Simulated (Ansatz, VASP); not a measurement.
## KMgF3: VASP beside Ansatz

```
K Mg F
1.0
     4.00600    0.00000    0.00000
     0.00000    4.00600    0.00000
     0.00000    0.00000    4.00600
K Mg F
1 1 3
Direct
  0.50000 0.50000 0.50000
  0.00000 0.00000 0.00000
  0.50000 0.00000 0.00000
  0.00000 0.50000 0.00000
  0.00000 0.00000 0.50000
```

Alike in both runs: task relaxation of cell and atoms; functional PBE; k mesh 6 × 6 × 6; no spin polarisation.

|  | VASP | Ansatz |
| --- | --- | --- |
| version | VASP 6.6.1 | Ansatz 0.2.0 |
| potentials or method | VASP PAW PBE potentials, release 64 (K_sv, Mg, F) | scalar-relativistic, plane waves, PAW |
| plane-wave cutoff (eV) | 600 | 560 |
| occupations | gaussian, width 0.01 eV | fixed |
| valence electrons in the cell | 32 | 40 |

|  | VASP | Ansatz | Ansatz less VASP |
| --- | --- | --- | --- |
| gap on the k mesh at the Fermi level, each at its own relaxed structure (eV) | 6.98 | 6.96 | -0.025 |
| relaxed volume (Å³/atom) | 13.23 | 13.33 | +0.097 |
| relaxed cell length with the largest relative difference (Å) | 4.044 | 4.054 | +0.0099 |
| energy change over the relaxation (meV/atom) | -2 | -4 | -1.4 |

The two sets of potentials don't hold the same shells in valence.

A k mesh can miss the band edges.
